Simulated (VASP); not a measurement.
## VASP 6.6.1 run: InSb

INCAR

```
ISIF = 2
SIGMA = 0.02
MAGMOM = -1 1
LASPH = .TRUE.
NBANDS = 16
IVDW = 10
IBRION = -1
ISPIN = 2
LCHARG = .FALSE.
ENCUT = 520
LREAL = .FALSE.
PREC = Accurate
GGA = PE
NELM = 120
ISMEAR = -1
NELECT = 17.98
EDIFF = 1E-7
LWAVE = .FALSE.
NSW = 0
```

KPOINTS

```
KPOINTS created by Atomic Simulation Environment
0
Gamma
6 6 6
0 0 0
```

POSCAR

```
In Sb
 1.0000000000000000
     0.0000000000000000    3.2139227572000002    3.3432541018999999
     3.2139227572000002    0.0000000000000000    3.3432541018999999
     3.2139227572000002    3.2139227572000002    0.0000000000000000
 In  Sb
   1   1
Cartesian
  0.0000000000000000  0.0000000000000000  0.0000000000000000
  1.6069613785999999  1.6069613785999999  1.6716270509499997
```

The recommended PBE PAW datasets give the neutral cell 18 valence electrons.

Command

```
mpirun -np 1 vasp_std
```

Problem. Predict the outcome of this run.

Solution. It converged. Results: pressure -0.8 GPa; magnetic moment of the cell 0.00 μB.

OSZICAR

```
N       E                     dE             d eps       ncg     rms          rms(c)
DAV:   1     0.112755049576E+03    0.11276E+03   -0.73705E+03  1920   0.104E+03
DAV:   2     0.277977150506E+00   -0.11248E+03   -0.10861E+03  2192   0.279E+02
DAV:   3    -0.667972324183E+01   -0.69577E+01   -0.69236E+01  2392   0.712E+01
DAV:   4    -0.687484153835E+01   -0.19512E+00   -0.19508E+00  2432   0.139E+01
DAV:   5    -0.688586697266E+01   -0.11025E-01   -0.11025E-01  2904   0.266E+00    0.660E+00
DAV:   6    -0.698523031780E+01   -0.99363E-01   -0.24151E-01  2544   0.639E+00    0.308E+00
DAV:   7    -0.699679417025E+01   -0.11564E-01   -0.75415E-02  2272   0.273E+00    0.160E+00
DAV:   8    -0.699423257172E+01    0.25616E-02   -0.17875E-02  2560   0.918E-01    0.692E-01
DAV:   9    -0.699457528233E+01   -0.34271E-03   -0.27459E-03  2320   0.457E-01    0.265E-01
DAV:  10    -0.699510070330E+01   -0.52542E-03   -0.96248E-04  2424   0.247E-01    0.102E-01
DAV:  11    -0.699532492879E+01   -0.22423E-03   -0.25988E-04  2368   0.104E-01    0.379E-02
DAV:  12    -0.699538243858E+01   -0.57510E-04   -0.46174E-05  2432   0.493E-02    0.194E-02
DAV:  13    -0.699540044268E+01   -0.18004E-04   -0.16752E-05  2360   0.204E-02    0.792E-03
DAV:  14    -0.699540377196E+01   -0.33293E-05   -0.37915E-06  2480   0.138E-02    0.399E-03
DAV:  15    -0.699540430301E+01   -0.53105E-06   -0.41865E-07  2384   0.593E-03    0.113E-03
DAV:  16    -0.699540433609E+01   -0.33081E-07   -0.16024E-07  2328   0.253E-03
   1 F= -.76843577E+01 E0= -.76841978E+01  d E =-.319873E-03  mag=    -0.0000
```

The cell is charged and sits in a uniform background.

For comparison, a separate PBE run of the intended cell, on usual settings and not on those above, gives a gap of 0.00 eV on its mesh and a pressure of 2.4 GPa.
